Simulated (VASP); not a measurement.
A run of VASP 6.6.1 is set up as follows.

File POSCAR:

```
CdTe
1.0
    0.0000000000      3.2866661082      3.2866661082
    3.2866661082      0.0000000000      3.2866661082
    3.2866661082      3.2866661082      0.0000000000
Cd Te
1 1
Direct
    0.0000000000      0.0000000000      0.0000000000
    0.2500000000      0.2500000000      0.2500000000
```

Contents of INCAR.step1:

```
  PREC = Accurate
  ENCUT = 520
  EDIFF = 1E-5
  ISMEAR = -1
  SIGMA = 0.02
  LREAL = F
  LASPH = T
  NELM = 100
  ALGO = Normal
  ISIF = 2
  LWAVE = T
  LCHARG = F
  NBANDS = 16
  GGA = PE
```

The input INCAR.step2:

```
  PREC = Accurate
  ENCUT = 520
  EDIFF = 1E-6
  ISMEAR = -1
  SIGMA = 0.02
  LREAL = F
  LASPH = T
  NELM = 100
  ALGO = Normal
  ISIF = 2
  LWAVE = F
  LCHARG = F
  GGA = PE
  LHFCALC = T
  HFSCREEN = 0.2079
  PRECFOCK = Normal
  NBANDS = 16
  ISTART = 1
```

Contents of KPOINTS:

```
regular mesh
0
Gamma
  4 4 4
```

Potentials or basis: VASP PAW PBE potentials, release 64 (Cd, Te).

Run with:

```bash
$ cat potpaw_PBE.64/Cd/POTCAR potpaw_PBE.64/Te/POTCAR > POTCAR
$ cp INCAR.step1 INCAR
$ mpirun -np 1 vasp_std > vasp.out
$ cp INCAR.step2 INCAR
$ mpirun -np 1 vasp_std > vasp.out
```

Problem. What does it give for the band gap on the k mesh?

Solution. 1.42 eV.

Problem. Predict the pressure.

Solution. 0.0 GPa.

Caveat: the PAW data sets were made with another functional, which shifts forces and pressure a little; spin-orbit coupling is left out, which moves the levels of the heavy elements.

**Experimental background.**

A printed reference work, data compilation reports, for a bulk crystal of CdTe at 0 K: band gap 1.607 eV.

Against the measured gap of CdTe, 1.607 eV (0 K; a printed reference work, data compilation), the calculated 1.42 eV is off by -0.18 eV. Spin-orbit coupling on Cd, Te is left out. The value is that of HSE06, without temperature or zero-point motion.
